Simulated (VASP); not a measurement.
Here is a VASP 6.6.1 calculation.

Contents of POSCAR:

```
AlN
1.0
    0.0000000000      2.0345180000      2.0345180000
    2.0345180000      0.0000000000      2.0345180000
    2.0345180000      2.0345180000      0.0000000000
Al N
1 1
Direct
    0.5000000000      0.5000000000      0.5000000000
    0.0000000000      0.0000000000      0.0000000000
```

The input INCAR.step1:

```
SYSTEM = AlN
ALGO = Normal
EDIFF = 1E-5
ENCUT = 600
GGA = PE
ISIF = 2
ISMEAR = 0
LASPH = .TRUE.
LCHARG = .FALSE.
LREAL = .FALSE.
LWAVE = .TRUE.
NBANDS = 12
NELM = 100
NKRED = 1
PREC = Accurate
SIGMA = 0.01
```

File INCAR.step2:

```
SYSTEM = AlN
ALGO = Normal
EDIFF = 1E-7
ENCUT = 600
GGA = PE
HFSCREEN = 0.2
ISIF = 2
ISMEAR = 0
ISTART = 1
LASPH = .TRUE.
LCHARG = .FALSE.
LHFCALC = .TRUE.
LREAL = .FALSE.
LWAVE = .FALSE.
NBANDS = 12
NELM = 100
NKRED = 1
PREC = Accurate
PRECFOCK = Normal
SIGMA = 0.01
```

KPOINTS

```
k-points
0
G
  8 8 8
  0 0 0
```

Potentials or basis: VASP PAW PBE potentials, release 64 (Al, N).

Command:

```console
$ cat potpaw_PBE.64/Al/POTCAR potpaw_PBE.64/N/POTCAR > POTCAR
$ cp INCAR.step1 INCAR
$ mpirun -np 1 vasp_std > vasp.out
$ cp INCAR.step2 INCAR
$ mpirun -np 1 vasp_std > vasp.out
```

(1) Estimate the band gap on the k mesh.

(2) Predict the pressure.

Answers

(1) 5.79 eV, indirect (least direct gap 6.92 eV).

(2) -7.6 GPa.

Caveat: the PAW data sets were made with another functional, which shifts forces and pressure a little.
